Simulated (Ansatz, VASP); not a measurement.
Two plane-wave programs on ZnS

```xyz
2
Lattice="0.0000 2.5540 2.5540 2.5540 0.0000 2.5540 2.5540 2.5540 0.0000" Properties=species:S:1:pos:R:3 pbc="T T T"
Zn    0.0000    0.0000    0.0000
S     3.8310    3.8310    3.8310
```

Alike in both runs: functional LDA; k mesh 10 × 10 × 10; no spin polarisation.

Ansatz relaxed the structure, and its values are those at the end. VASP's run is a single point on that final structure, the one shown.

```csv
,VASP,Ansatz
version,VASP 6.6.1,Ansatz 0.2.0
potentials or method,"VASP PAW LDA potentials, release 64 (Zn, S)","scalar-relativistic, plane waves, PAW"
plane-wave cutoff (eV),520,420
occupations,"gaussian, width 0.01 eV",fixed
valence electrons in the cell,18,18
```

Ansatz gave:

* gap on the k mesh at the Fermi level (eV): 2.63
* least direct gap on the mesh (eV): 2.63
* pressure (GPa): 12.0

**Question.** What did VASP give for the same quantities?

**Answer.** gap on the k mesh at the Fermi level (eV): 2.67; least direct gap on the mesh (eV): 2.67; pressure (GPa): 12.4.

A k mesh can miss the band edges. Expect the measured gap to be larger: semilocal functionals such as LDA lack the derivative discontinuity.
